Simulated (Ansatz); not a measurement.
## Magnetic orders of Ti2Co

Computed with Ansatz, DFT r2SCAN, scalar-relativistic, plane waves, PAW.

```
CELL_PARAMETERS angstrom
0.00000 3.36500 3.36500
3.36500 0.00000 3.36500
3.36500 3.36500 0.00000
ATOMIC_POSITIONS crystal
Ti 0.12500 0.12500 0.12500
Ti 0.62500 0.12500 0.12500
Ti 0.12500 0.12500 0.62500
Ti 0.12500 0.62500 0.12500
Co 0.50000 0.50000 0.50000
Co 0.75000 0.75000 0.75000
```

The plane-wave cutoff is 500 eV. The Γ-centred k-mesh is 10×10×10, the occupation rule is Gaussian smearing, 0.1 eV and the list of starting moments (μB, in atom order) is 0 0 0 0 3 3. The check for lower electronic states after the SCF is off.

Each order was relaxed in cell and atoms. Signs run over the atoms with starting moments. r2SCAN tends to overstate moments in metals. Site moments are spin moments in atom-centred spheres that scale with the neighbour distance. The states are those that the runs reached from these starts; a lower one can exist.

Question: Order the starts by the energy of the state that they reach, lowest first.
A. no spin
B. antiferromagnetic in the cell, signs +-
C. ferromagnetic

Answer: C (0.00 meV/atom), B (37.8 meV/atom), A (117 meV/atom).

```tsv
start	ends	energy above lowest (meV/atom)	site moments (μB)	gap on mesh (eV)	volume (Å³/atom)
no spin	non-magnetic	117	none over 0.05	metal	14.34
ferromagnetic	ferromagnetic	0.00	Ti +0.38 (×4), Co +1.76 (×2)	metal	15.10
antiferromagnetic in the cell, signs +-	antiferromagnetic	37.8	Co +1.87, Co -1.87	metal	14.98
```

Cost: 3 runs of about 15 core-minutes in all, on Oxide Virtual Turin-like Processor (Zen 5) (shared hosts).